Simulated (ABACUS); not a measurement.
# Be (P6_3/mmc) in ABACUS: equation of state, part 2 of 2

ABACUS 3.10.1. The steps go on from the part before.

### 3 Equation of state, PBE, 7.78 Å³/atom (volume scaled by 0.96)

File INPUT:

```
INPUT_PARAMETERS
suffix              Be
calculation         scf
basis_type          pw
pseudo_dir          ./
symmetry            1
dft_functional      pbe
ecutwfc             89
pseudo_rcut         10
nspin               1
nbands              8
ks_solver           dav
smearing_method     fd
smearing_sigma      0.00367493
scf_thr             1e-08
scf_nmax            100
mixing_type         broyden
mixing_beta         0.7
cal_force           1
cal_stress          1
kpar                4
```

File STRU:

```
ATOMIC_SPECIES
Be 9.0122 Be.upf

LATTICE_CONSTANT
1.8897261246

LATTICE_VECTORS
2.2544137814 0.0000000000 0.0000000000
-1.1272068907 1.9523796054 0.0000000000
0.0000000000 0.0000000000 3.5357589267

ATOMIC_POSITIONS
Direct

Be
0.0
2
0.6666666667 0.3333333333 0.7500000000 1 1 1
0.3333333333 0.6666666667 0.2500000000 1 1 1
```

File KPT:

```
K_POINTS
0
Gamma
13 13 8 0 0 0
```

Potentials or basis: PseudoDojo NC SR 0.4.1 PBE standard, plane waves.

On the command line:

```sh
$ OMP_NUM_THREADS=1 mpirun -np 4 abacus > log
```

Run time: 4.2 s. Hardware: 4 MPI ranks of AMD EPYC 7R43 (Zen 3), shared host; peak memory 0.24 GiB.

The run converged. Its results:

| Property | Result |
| --- | --- |
| Free energy | -759.4538 eV |
| Pressure | 3.1 GPa |
| Band gap on the k mesh | none (metal or under the smearing width) |

### 4 Equation of state, PBE, 7.94 Å³/atom (volume scaled by 0.98)

INPUT is that of step 3.

File STRU:

```
ATOMIC_SPECIES
Be 9.0122 Be.upf

LATTICE_CONSTANT
1.8897261246

LATTICE_VECTORS
2.2699619540 0.0000000000 0.0000000000
-1.1349809770 1.9658447178 0.0000000000
0.0000000000 0.0000000000 3.5601442416

ATOMIC_POSITIONS
Direct

Be
0.0
2
0.6666666667 0.3333333333 0.7500000000 1 1 1
0.3333333333 0.6666666667 0.2500000000 1 1 1
```

KPT is that of step 3.

On the command line:

```sh
$ OMP_NUM_THREADS=1 mpirun -np 4 abacus > log
```

Run time: 4.2 s. Hardware: 4 MPI ranks of AMD EPYC 7R43 (Zen 3), shared host; peak memory 0.24 GiB.

The run converged. Its results:

- Free energy: -759.4573 eV
- Pressure: 0.4 GPa
- Band gap on the k mesh: none (metal or under the smearing width)

### 5 Equation of state, PBE, 8.11 Å³/atom

INPUT is that of step 4.

File STRU:

```
ATOMIC_SPECIES
Be 9.0122 Be.upf

LATTICE_CONSTANT
1.8897261246

LATTICE_VECTORS
2.2853000000 0.0000000000 0.0000000000
-1.1426500000 1.9791278553 0.0000000000
0.0000000000 0.0000000000 3.5842000000

ATOMIC_POSITIONS
Direct

Be
0.0
2
0.6666666667 0.3333333333 0.7500000000 1 1 1
0.3333333333 0.6666666667 0.2500000000 1 1 1
```

KPT is that of step 4.

On the command line:

```sh
$ OMP_NUM_THREADS=1 mpirun -np 4 abacus > log
```

Run time: 4.4 s. Hardware: 4 MPI ranks of AMD EPYC 7R43 (Zen 3), shared host; peak memory 0.24 GiB.

Results (log left out):

```yaml
Free_energy: -759.4557 eV
Pressure: -2.0 GPa
Band_gap_on_the_k_mesh: none (metal or under the smearing width)
```

### 6 Equation of state, PBE, 8.27 Å³/atom (volume scaled by 1.02)

INPUT is that of step 5.

File STRU:

```
ATOMIC_SPECIES
Be 9.0122 Be.upf

LATTICE_CONSTANT
1.8897261246

LATTICE_VECTORS
2.3004348782 0.0000000000 0.0000000000
-1.1502174391 1.9922350443 0.0000000000
0.0000000000 0.0000000000 3.6079371156

ATOMIC_POSITIONS
Direct

Be
0.0
2
0.6666666667 0.3333333333 0.7500000000 1 1 1
0.3333333333 0.6666666667 0.2500000000 1 1 1
```

KPT is that of step 5.

Potentials or basis: PseudoDojo NC SR 0.4.1 PBE standard, plane waves.

On the command line:

```sh
$ OMP_NUM_THREADS=1 mpirun -np 4 abacus > log
```

Wall time 6.1 s (4 MPI ranks of AMD EPYC 7R43 (Zen 3), shared host); peak memory 0.24 GiB.

The run converged. Its results:

```
Free energy            : -759.4494 eV
Pressure               : -4.3 GPa
Band gap on the k mesh : none (metal or under the smearing width)
```

### 7 Equation of state, PBE, 8.43 Å³/atom (volume scaled by 1.04)

INPUT is that of step 6.

File STRU:

```
ATOMIC_SPECIES
Be 9.0122 Be.upf

LATTICE_CONSTANT
1.8897261246

LATTICE_VECTORS
2.3153731856 0.0000000000 0.0000000000
-1.1576865928 2.0051719980 0.0000000000
0.0000000000 0.0000000000 3.6313659352

ATOMIC_POSITIONS
Direct

Be
0.0
2
0.6666666667 0.3333333333 0.7500000000 1 1 1
0.3333333333 0.6666666667 0.2500000000 1 1 1
```

KPT is that of step 6.

On the command line:

```sh
$ OMP_NUM_THREADS=1 mpirun -np 4 abacus > log
```

Run time: 5.8 s. Hardware: 4 MPI ranks of AMD EPYC 7R43 (Zen 3), shared host; peak memory 0.24 GiB.

It converged, with:

```
Free energy            : -759.4388 eV
Pressure               : -6.3 GPa
Band gap on the k mesh : none (metal or under the smearing width)
```

### 8 Equation of state, PBE, 8.59 Å³/atom (volume scaled by 1.06)

INPUT is that of step 7.

File STRU:

```
ATOMIC_SPECIES
Be 9.0122 Be.upf

LATTICE_CONSTANT
1.8897261246

LATTICE_VECTORS
2.3301211831 0.0000000000 0.0000000000
-1.1650605915 2.0179441385 0.0000000000
0.0000000000 0.0000000000 3.6544962781

ATOMIC_POSITIONS
Direct

Be
0.0
2
0.6666666667 0.3333333333 0.7500000000 1 1 1
0.3333333333 0.6666666667 0.2500000000 1 1 1
```

KPT is that of step 7.

Potentials or basis: PseudoDojo NC SR 0.4.1 PBE standard, plane waves.

On the command line:

```sh
$ OMP_NUM_THREADS=1 mpirun -np 4 abacus > log
```

running log:

```text
ABACUS v3.10.1

               Atomic-orbital Based Ab-initio Computation at UStc

 ------------------------------------------------------------------------------------

 READING GENERAL INFORMATION
                           global_out_dir = OUT.Be/
                           global_in_card = INPUT
                               pseudo_dir = ./
                              orbital_dir =
                                    DSIZE = 4
                                    GSIZE = 1

 READING UNITCELL INFORMATION
                                    ntype = 1
                  lattice constant (Bohr) = 1.88973
              lattice constant (Angstrom) = 1

 READING ATOM TYPE 1
[... 314 lines left out ...]
       7        22.9120        0.00000
       8        25.6228        0.00000
[... 41 lines left out ...]
 6/27 kpoint (Cartesian) = -0.16506 0.095299 0.0000 (1646 pws)
       1       -92.1807     0.00887574
       2       -92.1714     0.00887574
       3        1.17006     0.00887574
       4        7.34915     0.00887541
       5        8.99662    1.18634e-12
       6        13.6461    4.89226e-53
       7        17.2169    4.71890e-84
       8        17.4546    4.06600e-86

[... levels at 21 further k points ...]

------------------------------------------------------------------------------------------
 TOTAL-FORCE (eV/Angstrom)
------------------------------------------------------------------------------------------
                       Be1         0.0000000000         0.0000000000         0.0000000000
                       Be2         0.0000000000         0.0000000000         0.0000000000
------------------------------------------------------------------------------------------

----------------------------------------------------------------
 TOTAL-STRESS (KBAR)
----------------------------------------------------------------
       -75.7977571723         0.0000000019         0.0000000000
         0.0000000019       -75.7977571694         0.0000000000
         0.0000000000        -0.0000000000       -94.2269206697
----------------------------------------------------------------
 TOTAL-PRESSURE: -81.940812 KBAR

 --------------------------------------------
 !FINAL_ETOT_IS -759.4241082115340760 eV
 --------------------------------------------
```

It took 6 s on 4 MPI ranks of AMD EPYC 7R43 (Zen 3), shared host; peak memory 0.24 GiB.

Results:

```
Free energy            : -759.4241 eV
Pressure               : -8.2 GPa
Band gap on the k mesh : none (metal or under the smearing width)
```

### 9 Equation of state, PBE

Potentials or basis: PseudoDojo NC SR 0.4.1 PBE standard, plane waves.

This step only gathers the single runs of the series.

What came out:

| Item | Value |
| --- | --- |
| Equilibrium volume | 7.97 Å³/atom |
| Bulk modulus at fixed shape and positions | 124 GPa |
| Pressure derivative of the bulk modulus | 3.4 |

Energy against volume, from the lowest point:
| volume (Å³/atom) | energy (meV/atom) |
| --- | --- |
| 7.619 | 6.43 |
| 7.781 | 1.79 |
| 7.943 | 0.00 |
| 8.105 | 0.80 |
| 8.268 | 3.96 |
| 8.430 | 9.29 |
| 8.592 | 16.62 |

Caveat: the cell was scaled at fixed shape and fractional positions, which overstates the stiffness of a crystal with free parameters, most of all of layers and chains.
